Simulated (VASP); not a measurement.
# TaAs (I4_1md) in VASP: a series of runs, part 2 of 2

VASP 6.6.1.

## Step 3: Relaxation of cell and atoms, PBE

This run uses another cell than the first one, of 17.63 Å³/atom, 1.013 times its volume.

Contents of INCAR:

```
  PREC = Accurate
  ENCUT = 520
  EDIFF = 1E-7
  ISMEAR = 1
  SIGMA = 0.2
  LREAL = F
  LASPH = T
  NELM = 60
  ALGO = Normal
  ISIF = 3
  LWAVE = F
  LCHARG = F
  GGA = PE
  IBRION = 2
  NSW = 80
  EDIFFG = -0.002
```

Contents of KPOINTS:

```
regular mesh
0
Gamma
  18 18 18
```

Contents of POSCAR:

```
TaAs                                    
1.0
   -1.7330268195      1.7330268195      5.8698252641
    1.7330268195     -1.7330268195      5.8698252641
    1.7330268195      1.7330268195     -5.8698252641
  Ta              As            
     2     2
Direct
     0.5001875710895779    0.0001875710895781    0.5000000000000000
     0.7501875710895779    0.7501875710895779    0.0000000000000000
     0.0824118489104231    0.5824118489104232    0.5000000000000000
     0.3324118489104230    0.3324118489104230    0.0000000000000000
```

Potentials or basis: VASP PAW PBE potentials, release 64 (Ta_pv, As).

The run is started by

```
$ cat potpaw_PBE.64/Ta_pv/POTCAR potpaw_PBE.64/As/POTCAR > POTCAR
$ mpirun -np 1 vasp_std > vasp.out
```

OUTCAR:

```text
PREC = Accurate
   ENCUT = 520
   EDIFF = 1E-7
   ISMEAR = 1
   LREAL = F
   LASPH = T
   NELM = 60
   ISIF = 3
   GGA = PE
   IBRION = 2
   NSW = 80
   EDIFFG = -0.002

 ion  position               nearest neighbor table
   1  0.500  0.000  0.500-   4 2.62   4 2.62   3 2.63   3 2.63   3 2.63   3 2.63   2 3.41   2 3.41
                             2 3.41   2 3.41
   2  0.750  0.750  0.000-   3 2.62   3 2.62   4 2.63   4 2.63   4 2.63   4 2.63   1 3.41   1 3.41
                             1 3.41   1 3.41
   3  0.082  0.582  0.500-   2 2.62   2 2.62   1 2.63   1 2.63   1 2.63   1 2.63
   4  0.332  0.332  0.000-   1 2.62   1 2.62   2 2.63   2 2.63   2 2.63   2 2.63

  LATTYP: Found a body centered tetragonal cell.
 ALAT       =     3.4660536390
 C/A-ratio  =     3.3870365987

  Lattice vectors:

 A1 = (  -1.7330268195,   1.7330268195,   5.8698252641)
 A2 = (   1.7330268195,  -1.7330268195,   5.8698252641)
 A3 = (   1.7330268195,   1.7330268195,  -5.8698252641)

Analysis of symmetry for initial positions (statically):
=====================================================================
 Subroutine PRICEL returns:
 Original cell was already a primitive cell.

 Routine SETGRP: Setting up the symmetry group for a
[... 180 lines left out ...]
 fundamental gap:      0.0060972992
 Fermi energy:         6.8619302446

 k-point     1 :       0.0000    0.0000    0.0000
  band No.  band energies     occupation
      1     -28.1569      2.00000
      2     -28.1283      2.00000
      3     -28.1283      2.00000
      4     -27.9833      2.00000
      5     -27.9833      2.00000
      6     -27.9291      2.00000
[... 541 lines left out ...]
     19       8.5177     -0.00000
     20       9.2560     -0.00000

 [... further k-points ...]

------------------------ aborting loop because EDIFF is reached ----------------------------------------

  FORCE on cell =-STRESS in cart. coord.  units (eV):
  Direction    XX          YY          ZZ          XY          YZ          ZX
  --------------------------------------------------------------------------------------
  -------------------------------------------------------------------------------------
  Total        0.0032477      0.0032477      0.0032623      0.0000000      0.0000000      0.0000000
  in kB        0.0737889      0.0737889      0.0741206      0.0000000      0.0000000      0.0000000
  external PRESSURE =       0.0738994 kB  Pullay stress =       0.0000000 kB

 VOLUME and BASIS-vectors are now :
 -----------------------------------------------------------------------------
  energy-cutoff  :      520.00
  volume of cell :       70.52
      direct lattice vectors                 reciprocal lattice vectors
    -1.733026820  1.733026820  5.869825264     0.000000000  0.288512558  0.085181411
     1.733026820 -1.733026820  5.869825264     0.288512558  0.000000000  0.085181411
     1.733026820  1.733026820 -5.869825264     0.288512558  0.288512558  0.000000000

 POSITION                                       TOTAL-FORCE (eV/Angst)
 -----------------------------------------------------------------------------------
      0.00000      1.73303      0.00220         0.000000     -0.000000      0.000131
      0.00000      0.00000      8.80694        -0.000000      0.000000      0.000131
      1.73303      0.00000      0.96749         0.000000      0.000000     -0.000131
      0.00000      0.00000      3.90240        -0.000000     -0.000000     -0.000131
 -----------------------------------------------------------------------------------
    total drift:                                0.000000      0.000000      0.000004

  FREE ENERGIE OF THE ION-ELECTRON SYSTEM (eV)
  ---------------------------------------------------
  free  energy   TOTEN  =       -35.1166656030 eV

  energy  without entropy=      -35.1202738660  energy(sigma->0) =      -35.11786836

 reached required accuracy - stopping structural energy minimisation
```

OSZICAR:

```text
N       E                     dE             d eps       ncg     rms          rms(c)
DAV:   1     0.240102752190E+03    0.24010E+03   -0.16970E+04 19232   0.154E+03
DAV:   2    -0.252735447520E+02   -0.26538E+03   -0.25712E+03 22364   0.390E+02
DAV:   3    -0.367149068475E+02   -0.11441E+02   -0.11089E+02 24692   0.686E+01
DAV:   4    -0.369437168075E+02   -0.22881E+00   -0.22631E+00 24048   0.869E+00
DAV:   5    -0.369494537028E+02   -0.57369E-02   -0.57289E-02 24416   0.110E+00    0.205E+01
DAV:   6    -0.352192264434E+02    0.17302E+01   -0.63825E+00 24004   0.155E+01    0.866E+00
DAV:   7    -0.351321985711E+02    0.87028E-01   -0.52927E-01 26144   0.478E+00    0.257E+00
DAV:   8    -0.351169094158E+02    0.15289E-01   -0.55840E-02 24812   0.115E+00    0.282E-01
DAV:   9    -0.351167000607E+02    0.20936E-03   -0.53131E-03 24708   0.402E-01    0.118E-01
DAV:  10    -0.351166713199E+02    0.28741E-04   -0.63796E-04 24060   0.206E-01    0.143E-02
DAV:  11    -0.351166698377E+02    0.14821E-05   -0.34798E-05 26192   0.363E-02    0.113E-02
DAV:  12    -0.351166655883E+02    0.42494E-05   -0.14445E-05 25404   0.264E-02    0.173E-03
DAV:  13    -0.351166656030E+02   -0.14697E-07   -0.61698E-07 24084   0.499E-03
   1 F= -.35116666E+02 E0= -.35117868E+02  d E =-.351167E+02
```

CONTCAR:

```text
TaAs
   1.00000000000000
    -1.7330268195000000    1.7330268195000000    5.8698252641000002
     1.7330268195000000   -1.7330268195000000    5.8698252641000002
     1.7330268195000000    1.7330268195000000   -5.8698252641000002
  Ta              As
     2     2
Direct
     0.5001875710895760    0.0001875710895760    0.5000000000000000
     0.7501875710895760    0.7501875710895760    0.0000000000000000
     0.0824118489104251    0.5824118489104251    0.5000000000000000
     0.3324118489104251    0.3324118489104251    0.0000000000000000

  0.00000000E+00  0.00000000E+00  0.00000000E+00
  0.00000000E+00  0.00000000E+00  0.00000000E+00
  0.00000000E+00  0.00000000E+00  0.00000000E+00
  0.00000000E+00  0.00000000E+00  0.00000000E+00
```

It took 9.4 min on 1 thread of Intel Xeon 6975P-C (Granite Rapids), shared host; peak memory 0.82 GiB.

Results:

```
Free energy             : -35.1167 eV
Pressure after relaxing : 0.0 GPa
Band gap on the k mesh  : none (metal or under the smearing width)
```

Final structure:
```
Ta As
1.0
    -1.73303    1.73303    5.86983
     1.73303   -1.73303    5.86983
     1.73303    1.73303   -5.86983
Ta As
2 2
Direct
  0.50019 0.00019 0.50000
  0.75019 0.75019 0.00000
  0.08241 0.58241 0.50000
  0.33241 0.33241 0.00000
```

Caveat: the relaxation stopped at its first step, so nothing moved. The run has no spin-orbit coupling, so splittings on Ta are missing.
